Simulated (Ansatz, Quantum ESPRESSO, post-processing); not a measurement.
# Be chain with one Al atom in line: ballistic transmission, part 4 of 4

How well does the junction conduct in the ballistic limit? It is: Be chain with one Al atom in line.

Quantum ESPRESSO 7.5; plane-wave DFT, LDA, GBRV ultrasoft pseudopotentials; cross-check by Ansatz 0.2.0 with PAW datasets.

So far. Step 2 (Ground state): The run needed 28 iterations to bring the estimated error under 1e-07 Ry; the largest force on any atom, held or free, is 0.60 eV/Å. Step 3 (The open system): At no point does T exceed the number of channels.

**5. The same in Ansatz**

As a check, the same structure is run in Ansatz.

Level of this step: plane-wave DFT, LDA, Ansatz PAW (Ansatz 0.2.0).

input.yaml reads:

```yaml
crystal:
  lattice:
    - [7.5, 0.0, 0.0]
    - [0.0, 7.5, 0.0]
    - [0.0, 0.0, 23.8928]
  atoms:
    - { symbol: Be, position: [0.5, 0.5, 0.0] }
    - { symbol: Be, position: [0.5, 0.5, 0.0899852675] }
    - { symbol: Be, position: [0.5, 0.5, 0.1799705351] }
    - { symbol: Be, position: [0.5, 0.5, 0.2699558026] }
    - { symbol: Be, position: [0.5, 0.5, 0.3599410701] }
    - { symbol: Al, position: [0.5, 0.5, 0.4550073662] }
    - { symbol: Be, position: [0.5, 0.5, 0.5500736624] }
    - { symbol: Be, position: [0.5, 0.5, 0.6400589299] }
    - { symbol: Be, position: [0.5, 0.5, 0.7300441974] }
    - { symbol: Be, position: [0.5, 0.5, 0.8200294649] }
    - { symbol: Be, position: [0.5, 0.5, 0.9100147325] }
kpoints:
  mp_grid: { grid: [1, 1, 4] }
hamiltonian:
  xc: lda
scf:
  occupations: { method: fermi_dirac, width: 0.1 }
  convergence: { dr2_threshold: 1.0e-08 }
output:
  transmission:
    leads: [[0, 1]]
    e_range: [-2.0, 2.0]
    de: 0.05
    kmesh: [1, 1]
    reduced_basis: true
  write_potential: true
  write_density: true
  volumetric_format: npy
```

On the command line:

```console
$ ansatz run input.yaml --threads 2 --pin off --max-ram 4096MiB --backend cpu --events-out ev --progress --plain --runs-dir out
```

Numbers of over 12 decimals in the logs are rounded to 6 here.

Log:

```text
Engine: ansatz 0.2.0, aarch64-unknown-linux-gnu
Pseudopotentials: kind: paw
Pseudopotential: Be, paw, valence charge 2, recommended cutoff 420 eV (normal), Be.paw.azcp
Pseudopotential: Al, paw, valence charge 3, recommended cutoff 420 eV (normal), Al.paw.azcp
Functional definition: SPW92
  exchange = slater_x
  correlation = pw_c
Crystal: 11 atoms, lattice volume = 1343.970 Å³
Basis set: ecut = 420 eV, 26359 PW (Γ)
Bands: 23, of which v1, the nominal top of the filled ones, is band 12 counted from 1 (11 counted from 0)
Symmetry: 16 space group operations
Space group: P4/mmm (ITA 123), of the structure as read, at distance tolerance 1.1e-4 Å
k-points: 3 of 4
Non-local potential: Be, projectors of the file, l = 0: 2, l = 1: 2, l = 2: 1
Non-local potential: Al, projectors of the file, l = 0: 2, l = 1: 2, l = 2: 1
PAW form: soft (Blöchl's): semilocal exchange-correlation on the pseudo side does not see the compensation charge
PAW frozen core: Be, regenerated for the run's functional, and the local potential with it (the file was generated under x = pbe(κ = 0.804, μ = 0.219515), c = pbe(β = 0.066725))
PAW frozen core: Al, regenerated for the run's functional, and the local potential with it (the file was generated under x = pbe(κ = 0.804, μ = 0.219515), c = pbe(β = 0.066725))
PAW one-centre angular grid: Be, 110 points (default); XC on 64 Gauss nodes
PAW one-centre angular grid: Al, 110 points (default); XC on 64 Gauss nodes
Initial density: superposition of atomic densities (neutral atoms: chi_scale 0, normalization atom), corrected by the library's trained network
Initial wavefunctions: pseudopotential atomic-orbital guess
Functional: x = slater, c = lda
SCF iter   1: F=—  HF=-1366.084348 eV  |F-HF|=—  |Δ(HF+E_count)|=         —  Δρ=2.98e-3  dr2=3.39e-1  ethr=1.77e-3  ⟨swp⟩=18.7  Hψ=692  notcnv=0
preconditioner: auto → LDOS  [metal: Δε(μ)=0.210 eV  Ē_g=3.475 eV  σ=0.100 eV  W_gap=0.47  n_scr=66 (ndim 8)  ℏωp=4.9 eV  f_vac=0.421  D(μ)=11.64/eV (n_scr^D=48)  β→1.0]
SCF iter   2: F=—  HF=-1366.055017 eV  |F-HF|=—  |Δ(HF+E_count)|=   2.93e-2  Δρ=7.28e-4  dr2=1.27e-1  ethr=1.47e-3  ⟨swp⟩=3.7  Hψ=160  notcnv=0
SCF iter   3: F=—  HF=-1366.053282 eV  |F-HF|=—  |Δ(HF+E_count)|=   1.74e-3  Δρ=2.44e-4  dr2=3.20e-3  ethr=5.53e-4  ⟨swp⟩=1.0  Hψ=69  notcnv=0
SCF iter   4: F=—  HF=-1366.053739 eV  |F-HF|=—  |Δ(HF+E_count)|=   4.57e-4  Δρ=1.29e-4  dr2=1.05e-3  ethr=1.39e-5  ⟨swp⟩=1.0  Hψ=69  notcnv=0
SCF iter   5: F=—  HF=-1366.053703 eV  |F-HF|=—  |Δ(HF+E_count)|=   3.56e-5  Δρ=6.97e-5  dr2=2.63e-4  ethr=4.57e-6  ⟨swp⟩=2.3  Hψ=101  notcnv=0
SCF iter   6: F=—  HF=-1366.053666 eV  |F-HF|=—  |Δ(HF+E_count)|=   3.67e-5  Δρ=3.37e-5  dr2=5.51e-5  ethr=1.14e-6  ⟨swp⟩=2.0  Hψ=75  notcnv=0
SCF iter   7: F=—  HF=-1366.053662 eV  |F-HF|=—  |Δ(HF+E_count)|=   4.89e-6  Δρ=1.34e-5  dr2=1.39e-5  ethr=2.39e-7  ⟨swp⟩=2.0  Hψ=108  notcnv=0
SCF iter   8: F=—  HF=-1366.053660 eV  |F-HF|=—  |Δ(HF+E_count)|=   1.17e-6  Δρ=3.52e-6  dr2=4.53e-7  ethr=6.05e-8  ⟨swp⟩=2.0  Hψ=108  notcnv=0
SCF iter   9: F=—  HF=-1366.053616 eV  |F-HF|=—  |Δ(HF+E_count)|=   4.45e-5  Δρ=1.02e-6  dr2=9.31e-8  ethr=1.97e-9  ⟨swp⟩=2.3  Hψ=114  notcnv=0
SCF iter  10: F=—  HF=-1366.053616 eV  |F-HF|=—  |Δ(HF+E_count)|=   1.62e-8  Δρ=4.23e-7  dr2=1.24e-8  ethr=4.05e-10  ⟨swp⟩=2.0  Hψ=100  notcnv=0
SCF iter  11: F=-1366.053616 eV  HF=-1366.053616 eV  |F-HF|=8.71e-10  |Δ(HF+E_count)|=   3.11e-9  Δρ=1.39e-7  dr2=1.20e-9  ethr=4.35e-11  ⟨swp⟩=6.7  Hψ=162  notcnv=0
smearing: bands 11 to 12 share 1.223 electrons (they would hold 1.000 with every lower band full and every higher one empty; bands counted from 0; each is filled to between 0.2997 and 0.3116 of a full level; at each k-point the levels lie within 3.4e-12 eV, against a smearing width of 0.1000 eV). The entropy term TS of this state is 0.4000 eV
SCF 1 converged in 11 iterations: F = -1366.053616 eV  dr2 = 1.20e-9
  greatest PAW one-centre occupation: 0.531 electrons in one spin orbital (limit 2), on the Al atom at site 5 (counted from 0), in its partial waves of l = 0
transmission: 30 of 180 steps passed
transmission: 60 of 180 steps passed
[...]
transmission: 180 of 180 steps passed
SCF converged after 11 iterations
Free energy (F): -1366.053616 eV
Harris-Foulkes:  -1366.053616 eV  (|F-HF|=8.71e-10)
Internal energy: -1365.653629 eV  (E = F + TS)
E sigma→0 (E₀):  -1365.853623 eV
Entropy (-TS):   -0.399987 eV (-36.362 meV/atom)
Fermi energy:    -2.677983 eV
--- Per-component energies (eV) ---
  E_band       = -114.841225
  E_kinetic    = 170.946811
  E_local      = -559.573306  (includes V_loc(G=0)·N_el)
  E_nonlocal   = 71.455019
  E_hartree    = 206.341046
  E_xc         = -198.924591
  E_vxc        = -190.798829  (∫ρ·V_xc dr)
  E_paw        = -994.497137  (= ΣΔE_a)
  E_vpaw       = -19.553120  (= ΣTr[D̂ρ^β])
  E_aug_tail   = -0.000009  (compensation charges beyond the density's cutoff)
  E_ewald      = -61.760052
  E_core_change = 0.358588  (= ΣΔE_core)
  E_smearing   = -0.399987  (= −TS)
  E_closure    = -0.000000  (closes the sum)
  Σ components = -1366.053616   (vs F -1366.053616, Δ=0.00e0)
--- Band table (eV) ---
  k-point 0: bands = [... 8 lower, -3.8965, -3.0046, -2.9347, -2.5987, -2.5987, -2.2981, -2.2981, -2.0919, ... 7 higher]
  k-point 1: bands = [... 8 lower, -3.6732, -3.1591, -2.8411, -2.5960, -2.5960, -2.3237, -2.3237, -2.0291, ... 7 higher]
  k-point 2: bands = [... 8 lower, -3.4753, -3.3302, -2.7985, -2.5931, -2.5931, -2.3436, -2.3436, -1.9366, ... 7 higher]
--- Transmission ---
  basis      : 497 plane waves across, 30 finite elements along
  points     : 1, standing for a mesh of 1 x 1
  energies   : 81 from -2.000000 to 2.000000 eV about the Fermi level, 0.050000 eV apart; the leads are filled to 0.000000 eV, and channels, transmission and decay are at 0.000000 eV
  crystal 0  : Be1, at the sites [0, 1], period 2.1500 Å, over 21.50 Å; its Hamiltonian steps by up to 28.5 meV: too much for a lead, lay more layers or, if its atoms are ordered, name the step of that order
    offset         : up to 0.0000 Å between an atom of the period and one for which it stands
    channels       : 0.000000e0 a spin
    conductance    : none, the energies end too early or step too widely for 300 K: set another output.transmission.e_range or a lower de, or, where they end at an eighth of basis.ecutwfc, a higher one
    slowest decay  : 0.1177 /Å at (0.0000, 0.0000)
  junction   : crystal 0 to crystal 0, -0.42 to 21.32 Å
    transmission   : 0.000000e0 a spin
    error estimate : 0.000000e0 a spin from the reduction of the transverse basis, at the most 9.670417e-5 at 2.000000 eV
    conductance    : none, the energies end too early or step too widely for 300 K: set another output.transmission.e_range or a lower de, or, where they end at an eighth of basis.ecutwfc, a higher one
```

The job ended after 25 s (2 threads of Arm Neoverse V2, shared host; peak memory 0.99 GiB; 49 s of CPU time).

Numbers from this step:

| Item | Value |
| --- | --- |
| free energy | -1366.0536 eV |
| energy at zero smearing | -1365.8536 eV |
| smearing term TS | 0.4000 eV |
| Fermi energy | -2.678 eV |
| symmetry operations | 16 |
| step of the lead's Hamiltonian over a period | 28.5 meV |

Per spin. Transmission against energy, zero at the Fermi level:

```csv
energy (eV),transmission
-2.00,0.988
-1.90,0.982
-1.80,0.975
-1.70,0.966
-1.55,0.951
-1.45,0.939
-1.35,0.925
-1.25,0.910
-1.15,0.893
-1.05,0.875
-0.90,0.847
-0.80,0.829
-0.70,0.815
-0.60,0.808
-0.50,0.812
-0.40,0.833
-0.25,0.922
-0.15,0.974
-0.05,0
0.00,0
0.05,0
0.15,0
0.25,0.0408
0.40,0.229
0.50,0.423
0.60,0.693
0.70,1.01
0.80,1.31
0.90,1.56
1.05,1.79
1.15,1.87
1.25,1.92
1.35,1.96
1.45,1.98
1.55,1.99
1.70,2.00
1.80,2.00
1.90,2.00
2.00,2.00
```

Per spin. The open channels by energy, zero at the Fermi level:

energy (eV), open channels and a bar:
```
   -2.000       1.00 ###############
   -1.800       1.00 ###############
   -1.600       1.00 ###############
   -1.400       1.00 ###############
   -1.200       1.00 ###############
   -1.000       1.00 ###############
   -0.800       1.00 ###############
   -0.600       1.00 ###############
   -0.400       1.00 ###############
   -0.200       1.00 ###############
    0.000       0.00 
    0.200       0.00 
    0.400       2.00 ##############################
    0.600       2.00 ##############################
    0.800       2.00 ##############################
    1.000       2.00 ##############################
    1.200       2.00 ##############################
    1.400       2.00 ##############################
    1.600       2.00 ##############################
    1.800       2.00 ##############################
    2.000       2.00 ##############################
```

**6. All levels side by side**

All levels:

```csv
step,T at the Fermi level (per spin),conductance (G0),r.m.s. T(E) from the first,CPU time of the step (s),peak memory (GiB)
Ansatz,0,-,0,48.52,0.993
pwcond,0,0,0.1111,360.2,0.39
"pwcond, changed setting",0,0,0.1172,131.9,0.39
```

Per spin. The transmission by energy, zero at the Fermi level:

```csv
energy (eV),Ansatz,pwcond,"pwcond, changed setting"
-2.00,0.988,0.989,0.994
-1.80,0.975,0.966,0.974
-1.60,0.956,0.941,0.944
-1.40,0.932,0.919,0.917
-1.20,0.902,0.882,0.884
-1.00,0.865,0.824,0.824
-0.90,0.847,0.793,0.788
-0.70,0.815,0.746,0.725
-0.50,0.812,0.740,0.707
-0.30,0.882,0.766,0.740
-0.20,0.973,0.750,0.740
-0.10,0,0.599,0.615
0.00,0,0,0
0.10,0,0,0
0.30,0.0974,0.0125,0
0.50,0.423,0.350,0.352
0.70,1.01,1.05,1.04
0.90,1.56,1.66,1.67
1.00,1.73,1.79,1.80
1.20,1.90,1.93,1.94
1.40,1.97,1.99,1.99
1.60,1.99,2.00,2.00
1.80,2.00,2.00,2.00
2.00,2.00,1.99,2.00
```

**7. What came out**

```
conductance by pwcond, in doubt : 0 G₀
conductance by Ansatz           : 0 G₀
```

In words: pwcond (LDA, GBRV ultrasoft) gives 0 G₀ and Ansatz (PAW) 0 G₀ a cell at the Fermi level; both codes find a gap in the lead at the Fermi level, so the value says nothing about the junction. No independent third code was run. In the second code the Fermi level lies in a gap of the lead, so a small shift of that gap decides the value. Ansatz for its part finds a step of 28 meV across the lead's period inside the junction cell, more than a lead should have. The geometry is as built, not relaxed, and the leads are short.

[Logs are printed without paths, hosts, clocks, repeated set-up lines and the standing remarks that a program may print on its own settings, such as how far it seeks lower states.]

[Hosts, paths, dates, database ids (printed as entryN), source tags and the programs' standing remarks are cut or masked in the printed files.]

[Maps of the electrostatic potential energy from Ansatz leave out the sawtooth potential of an applied field or a dipole correction, so their vacuum need not be flat; planar profiles and work functions include it.]
